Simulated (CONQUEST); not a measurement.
# ZrB2 under changes of volume

One of the cells (10.249 Å³/atom); the others are scaled copies at fixed shape and fractional positions:

```
CELL_PARAMETERS angstrom
3.17000 0.00000 0.00000
0.00000 3.53300 0.00000
0.00000 0.00000 5.49060
ATOMIC_POSITIONS crystal
Zr 0.00000 0.00000 0.00000
Zr 0.50000 0.00000 0.50000
B 0.00000 0.50000 0.33333
B 0.50000 0.50000 0.83333
B 0.00000 0.50000 0.66667
B 0.50000 0.50000 0.16667
```

```yaml
Program: CONQUEST 1.3
Functional: PBE
Potentials_or_basis: PseudoDojo NC PBE, DZP, grid of 32 × 36 × 60 points
k_mesh: 8 × 8 × 5
Occupations: fermi-dirac, width 0.05 eV
Spin: no spin polarisation
```

```tsv
volume (Å³/atom)	energy over the lowest point (meV/atom)	pressure (GPa)	largest force (eV/Å)
9.634	40.71	19.8	0.010
9.839	19.49	13.4	0.003
10.044	?	?	?
10.249	0.00	2.3	0.013
10.454	0.19	-2.4	0.003
10.659	6.17	-6.8	0.006
10.864	17.50	-10.7	0.000
```

Question: What does the run at 10.044 Å³/atom give?

Answer: Energy over the lowest point 6.11 meV/atom; pressure 7.5 GPa; largest force 0.001 eV/Å.

Worked out: A Birch-Murnaghan fit of order 3 (a polynomial in V^(-2/3)) to the other rows has its minimum at 10.34 Å³/atom with B0 = V·E''(V) = 242 GPa and B' = 4.1 at fixed shape and positions, which overstates the stiffness. It gives 6.19 meV/atom at 10.044 Å³/atom, against the run's 6.11, and -dE/dV = 7.5 GPa, against 7.5.

Energies are extrapolated to zero smearing.

Caveats: the basis of atomic orbitals isn't converged, which shifts pressures, moduli and gaps.
